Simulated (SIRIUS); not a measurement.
# Pb (Im-3m) in SIRIUS: convergence with k mesh

Aim: find how far k mesh must go before the results for Pb settle, at PBE. This setting moves, with any that are tied to it; all else stays.

All numbers are computed with SIRIUS 7.10.0; they aren't measurements. Logs are shortened: lines on timing, memory, paths and dates and some standing lists are left out, and cuts for length are marked. The log counts tension as positive stress, the text compression.

**1. The structure**

The structure is cubic, space group Im-3m (No. 229). The conventional cell has a = 3.959 Å, b = 3.959 Å, c = 3.959 Å, α = 90.00°, β = 90.00°, γ = 90.00°. Around Pb (site symmetry m-3m) lie 8 Pb at 3.43 Å.

This isn't the form of Pb at room conditions, which is fcc.

**2. With k mesh 3 × 3 × 3**

sirius.json

```json
{
  "control": {
    "processing_unit": "cpu",
    "verbosity": 2,
    "num_bands_to_print": 14,
    "print_forces": true,
    "print_stress": true
  },
  "parameters": {
    "electronic_structure_method": "pseudopotential",
    "xc_functionals": ["XC_GGA_X_PBE", "XC_GGA_C_PBE"],
    "gk_cutoff": 6.4,
    "pw_cutoff": 20.0,
    "ngridk": [3, 3, 3],
    "shiftk": [0, 0, 0],
    "smearing": "fermi_dirac",
    "smearing_width": 0.0018374661,
    "num_bands": 14,
    "num_mag_dims": 0,
    "num_dft_iter": 100,
    "energy_tol": 1e-08,
    "density_tol": 1e-06
  },
  "iterative_solver": {
    "type": "davidson",
    "min_tolerance": 1e-10
  },
  "mixer": {
    "type": "anderson",
    "beta": 0.7,
    "max_history": 8
  },
  "settings": {
    "tol_ne": 1e-10
  },
  "unit_cell": {
    "lattice_vectors": [
      [-3.741014401058, 3.741014401058, 3.741014401058],
      [3.741014401058, -3.741014401058, 3.741014401058],
      [3.741014401058, 3.741014401058, -3.741014401058]
    ],
    "atom_coordinate_units": "lattice",
    "atom_types": ["Pb"],
    "atom_files": {
      "Pb": "Pb.json"
    },
    "atoms": {
      "Pb": [
        [0.0, 0.0, 0.0]
      ]
    }
  }
}
```

Potentials or basis: GBRV 1.5 PBE (ultrasoft).

Started as:

```
> upf_to_json pb_pbe_v1.uspp.F.UPF
> OMP_NUM_THREADS=1 sirius.scf --input=sirius.json --output=out.json --task=0
```

Run time: 7.6 s. Hardware: 1 thread of Arm Neoverse V1, shared host; peak memory 0.21 GiB.

What came out:

| Item | Value |
| --- | --- |
| Free energy | -2233.3216 eV |
| Pressure | 0.4 GPa |
| Band gap on the k mesh | none (metal or under the smearing width) |

**3. With k mesh 5 × 5 × 5**

sirius.json, as its differences from that of step 2:

```diff
@@ -13,3 +13,3 @@
     "pw_cutoff": 20.0,
-    "ngridk": [3, 3, 3],
+    "ngridk": [5, 5, 5],
     "shiftk": [0, 0, 0],
```

Potentials or basis: GBRV 1.5 PBE (ultrasoft).

Started as:

```
> upf_to_json pb_pbe_v1.uspp.F.UPF
> OMP_NUM_THREADS=1 sirius.scf --input=sirius.json --output=out.json --task=0
```

Run time: 10 s. Hardware: 1 thread of Arm Neoverse V1, shared host; peak memory 0.21 GiB.

What came out:

- Free energy: -2233.3684 eV
- Pressure: 2.7 GPa
- Band gap on the k mesh: none (metal or under the smearing width)

**4. With k mesh 7 × 7 × 7**

sirius.json, as its differences from that of step 3:

```diff
@@ -13,3 +13,3 @@
     "pw_cutoff": 20.0,
-    "ngridk": [5, 5, 5],
+    "ngridk": [7, 7, 7],
     "shiftk": [0, 0, 0],
@@ -37,6 +37,7 @@
     "lattice_vectors": [
-      [-3.741014401058, 3.741014401058, 3.741014401058],
-      [3.741014401058, -3.741014401058, 3.741014401058],
-      [3.741014401058, 3.741014401058, -3.741014401058]
+      [-0.57735026919, 0.57735026919, 0.57735026919],
+      [0.57735026919, -0.57735026919, 0.57735026919],
+      [0.57735026919, 0.57735026919, -0.57735026919]
     ],
+    "lattice_vectors_scale": 6.4796270145,
     "atom_coordinate_units": "lattice",
```

Started as:

```
> upf_to_json pb_pbe_v1.uspp.F.UPF
> OMP_NUM_THREADS=1 sirius.scf --input=sirius.json --output=out.json --task=0
```

Run time: 14 s. Hardware: 1 thread of Arm Neoverse V1, shared host; peak memory 0.23 GiB.

What came out:

```
Free energy            : -2233.4525 eV
Pressure               : 0.4 GPa
Band gap on the k mesh : none (metal or under the smearing width)
```

**5. With k mesh 8 × 8 × 8**

sirius.json, as its differences from that of step 4:

```diff
@@ -13,3 +13,3 @@
     "pw_cutoff": 20.0,
-    "ngridk": [7, 7, 7],
+    "ngridk": [8, 8, 8],
     "shiftk": [0, 0, 0],
```

Started as:

```
> upf_to_json pb_pbe_v1.uspp.F.UPF
> OMP_NUM_THREADS=1 sirius.scf --input=sirius.json --output=out.json --task=0
```

Wall time 18 s (1 thread of Arm Neoverse V1, shared host); peak memory 0.24 GiB.

The run converged. Its results:

| Quantity | Value |
| --- | --- |
| Free energy | -2233.4495 eV |
| Pressure | 1.2 GPa |
| Band gap on the k mesh | none (metal or under the smearing width) |

**6. With k mesh 10 × 10 × 10**

sirius.json, as its differences from that of step 5:

```diff
@@ -13,3 +13,3 @@
     "pw_cutoff": 20.0,
-    "ngridk": [8, 8, 8],
+    "ngridk": [10, 10, 10],
     "shiftk": [0, 0, 0],
```

Potentials or basis: GBRV 1.5 PBE (ultrasoft).

Started as:

```
> upf_to_json pb_pbe_v1.uspp.F.UPF
> OMP_NUM_THREADS=1 sirius.scf --input=sirius.json --output=out.json --task=0
```

Wall time 26 s (1 thread of Arm Neoverse V1, shared host); peak memory 0.26 GiB.

Results (log left out):

| Property | Result |
| --- | --- |
| Free energy | -2233.4185 eV |
| Pressure | 1.0 GPa |
| Band gap on the k mesh | none (metal or under the smearing width) |

**7. With k mesh 12 × 12 × 12**

sirius.json, as its differences from that of step 6:

```diff
@@ -13,3 +13,3 @@
     "pw_cutoff": 20.0,
-    "ngridk": [10, 10, 10],
+    "ngridk": [12, 12, 12],
     "shiftk": [0, 0, 0],
@@ -37,7 +37,6 @@
     "lattice_vectors": [
-      [-0.57735026919, 0.57735026919, 0.57735026919],
-      [0.57735026919, -0.57735026919, 0.57735026919],
-      [0.57735026919, 0.57735026919, -0.57735026919]
+      [-3.741014401058, 3.741014401058, 3.741014401058],
+      [3.741014401058, -3.741014401058, 3.741014401058],
+      [3.741014401058, 3.741014401058, -3.741014401058]
     ],
-    "lattice_vectors_scale": 6.4796270145,
     "atom_coordinate_units": "lattice",
```

Started as:

```
> upf_to_json pb_pbe_v1.uspp.F.UPF
> OMP_NUM_THREADS=1 sirius.scf --input=sirius.json --output=out.json --task=0
```

Wall time 37 s (1 thread of Arm Neoverse V1, shared host); peak memory 0.3 GiB.

The run converged. Its results:

```
Free energy            : -2233.4229 eV
Pressure               : 1.1 GPa
Band gap on the k mesh : none (metal or under the smearing width)
```

**8. With k mesh 15 × 15 × 15**

sirius.json, as its differences from that of step 7:

```diff
@@ -13,3 +13,3 @@
     "pw_cutoff": 20.0,
-    "ngridk": [12, 12, 12],
+    "ngridk": [15, 15, 15],
     "shiftk": [0, 0, 0],
@@ -37,6 +37,7 @@
     "lattice_vectors": [
-      [-3.741014401058, 3.741014401058, 3.741014401058],
-      [3.741014401058, -3.741014401058, 3.741014401058],
-      [3.741014401058, 3.741014401058, -3.741014401058]
+      [-0.57735026919, 0.57735026919, 0.57735026919],
+      [0.57735026919, -0.57735026919, 0.57735026919],
+      [0.57735026919, 0.57735026919, -0.57735026919]
     ],
+    "lattice_vectors_scale": 6.4796270145,
     "atom_coordinate_units": "lattice",
```

Started as:

```
> upf_to_json pb_pbe_v1.uspp.F.UPF
> OMP_NUM_THREADS=1 sirius.scf --input=sirius.json --output=out.json --task=0
```

It took 58 s on 1 thread of Arm Neoverse V1, shared host; peak memory 0.36 GiB.

Results (log left out):

| Quantity | Value |
| --- | --- |
| Free energy | -2233.4250 eV |
| Pressure | 1.2 GPa |
| Band gap on the k mesh | none (metal or under the smearing width) |

**9. With k mesh 18 × 18 × 18**

sirius.json, as its differences from that of step 8:

```diff
@@ -13,3 +13,3 @@
     "pw_cutoff": 20.0,
-    "ngridk": [15, 15, 15],
+    "ngridk": [18, 18, 18],
     "shiftk": [0, 0, 0],
```

Potentials or basis: GBRV 1.5 PBE (ultrasoft).

Started as:

```
> upf_to_json pb_pbe_v1.uspp.F.UPF
> OMP_NUM_THREADS=1 sirius.scf --input=sirius.json --output=out.json --task=0
```

What it wrote:

```text
[info] SIRIUS version : 7.10.0
[info] number of MPI ranks           : 1
[info] MPI grid                      : 1 1
[info] maximum number of OMP threads : 1
[fft] FFT context for density and potential
[fft] =====================================
[fft]   comm size                             : 1
[fft]   plane wave cutoff                     : 20
[fft]   grid size                             : 45 45 45   total : 91125
[fft]   grid limits                           : -22 22   -22 22   -22 22
[fft]   number of G-vectors within the cutoff : 14218
[fft]   local number of G-vectors             : 14218
[fft]   number of G-shells                    : 737
[fft] FFT context for coarse grid
[fft] =====================================
[fft]   comm size                             : 1
[fft]   plane wave cutoff                     : 12.8
[fft]   grid size                             : 30 30 30   total : 27000
[fft]   grid limits                           : -14 15   -14 15   -14 15
[fft]   number of G-vectors within the cutoff : 3710
[fft]   local number of G-vectors             : 3710
[fft]   number of G-shells                    : 217
[unit cell] lattice vectors
[unit cell]   a1 :      -3.7410144011      3.7410144011      3.7410144011
[unit cell]   a2 :       3.7410144011     -3.7410144011      3.7410144011
[unit cell]   a3 :       3.7410144011      3.7410144011     -3.7410144011
[unit cell] reciprocal lattice vectors
[unit cell]   b1 :       0.0000000000      0.8397702646      0.8397702646
[... 393 lines left out ...]
[find] valence_eval_sum               :      -1.36230081
[find] <rho|V^{XC}>                   :     -11.94566642
[find] <rho|E^{XC}>                   :     -31.69263579
[find] <mag|B^{XC}>                   :       0.00000000
[find] <rho|V^{H}>                    :      26.60130775
[find] one-electron contribution      :     -16.01794214 (Ha),     -32.03588427 (Ry)
[find] hartree contribution           :      13.30065388
[find] xc contribution                :     -31.69263579
[find] ewald contribution             :     -47.66686784
[find] PAW contribution               :       0.00000000
[find] smearing (-TS)                 :      -0.00016529
[find] SCF correction                 :       0.00000025
[find] Total energy                   :     -82.07679164 (Ha),    -164.15358328 (Ry)
[find] Free energy (E-TS)             :     -82.07695693 (Ha),    -164.15391387 (Ry)
[find] band gap (eV)                  :       0.00000000
[find] Efermi                         :       0.40142318
[ground_state] === stress tensor components [kbar] ===
[ground_state] === stress_kin ===
[ground_state] -12058.669958   -0.000000   -0.000000
[ground_state]    -0.000000-12058.669958    0.000000
[ground_state]    -0.000000    0.000000-12058.669958
[ground_state] === stress_har ===
[ground_state] -6228.467627   -0.000000   -0.000000
[ground_state]    -0.000000-6228.467627    0.000000
[ground_state]    -0.000000    0.000000-6228.467627
[ground_state] === stress_ewald ===
[ground_state] 22321.575011    0.000000    0.000000
[ground_state]     0.00000022321.575011   -0.000000
[ground_state]     0.000000   -0.00000022321.575011
[ground_state] === stress_vloc ===
[ground_state] -3761.415287   -0.000000   -0.000000
[ground_state]    -0.000000-3761.415287    0.000000
[ground_state]    -0.000000    0.000000-3761.415287
[ground_state] === stress_xc ===
[ground_state] -27356.989215   -0.000000   -0.000000
[ground_state]    -0.000000-27356.989215    0.000000
[ground_state]    -0.000000    0.000000-27356.989215
[ground_state] === stress_core ===
[ground_state] 33745.016740    0.000000    0.000000
[ground_state]     0.00000033745.016740   -0.000000
[ground_state]     0.000000   -0.00000033745.016740
[ground_state] === stress_nonloc ===
[ground_state]  -467.428174    0.000000    0.000000
[ground_state]     0.000000 -467.428174    0.000000
[ground_state]     0.000000    0.000000 -467.428174
[ground_state] === stress_us ===
[ground_state] -6203.875281   -0.000000   -0.000000
[ground_state]    -0.000000-6203.875281    0.000000
[ground_state]    -0.000000    0.000000-6203.875281
[ground_state] === stress_us_nl ===
[ground_state] -6671.303454   -0.000000   -0.000000
[ground_state]    -0.000000-6671.303454    0.000000
[ground_state]    -0.000000    0.000000-6671.303454
[ground_state] === stress_total ===
[ground_state]   -10.253791    0.000000    0.000000
[ground_state]     0.000000  -10.253791    0.000000
[ground_state]     0.000000    0.000000  -10.253791
[ground_state] ==== total Forces in Ha/bohr =====
[ground_state] atom:    0, force:       0.0000000      0.0000000      0.0000000
[ground_state] ==== ultrasoft contribution from Qij =====
[ground_state] atom:    0, force:       0.0000000      0.0000000      0.0000000
[ground_state] ==== non-local contribution from Beta-projector =====
[ground_state] atom:    0, force:       0.0000000      0.0000000      0.0000000
[ground_state] ==== contribution from local potential =====
[ground_state] atom:    0, force:       0.0000000      0.0000000      0.0000000
[ground_state] ==== contribution from core density =====
[ground_state] atom:    0, force:       0.0000000      0.0000000      0.0000000
[ground_state] ==== Ewald forces from ions =====
[ground_state] atom:    0, force:       0.0000000      0.0000000      0.0000000
[~DFT_ground_state] local op. applied: 118993
[~DFT_ground_state] evp. work count: 36190.5
[~DFT_ground_state] number of iterative solver steps: 10691
```

Wall time 87 s (1 thread of Arm Neoverse V1, shared host); peak memory 0.46 GiB.

Results:

- Free energy: -2233.4278 eV
- Pressure: 1.0 GPa
- Band gap on the k mesh: none (metal or under the smearing width)

**10. Summary**

```csv
k mesh,"energy less the tightest run, at zero smearing (meV/atom)",pressure (GPa),SCF cycles,CPU time (s),peak memory (GiB)
3 × 3 × 3,110.27,0.43,20,7.6,0.21
5 × 5 × 5,64.81,2.72,19,10,0.21
7 × 7 × 7,-25.38,0.40,19,14,0.23
8 × 8 × 8,-22.76,1.16,19,18,0.24
10 × 10 × 10,9.81,1.05,19,26,0.26
12 × 12 × 12,5.92,1.14,19,37,0.3
15 × 15 × 15,3.47,1.15,19,58,0.36
18 × 18 × 18,0.00,1.03,19,87,0.46
```

Not settled before the last step: the energy (to 1 meV/atom), the pressure (to 0.1 GPa). Meshes of other sizes hit other points, so gaps and Fermi surfaces needn't settle smoothly. The tightest run that finished is the yardstick and may itself not be fully converged.
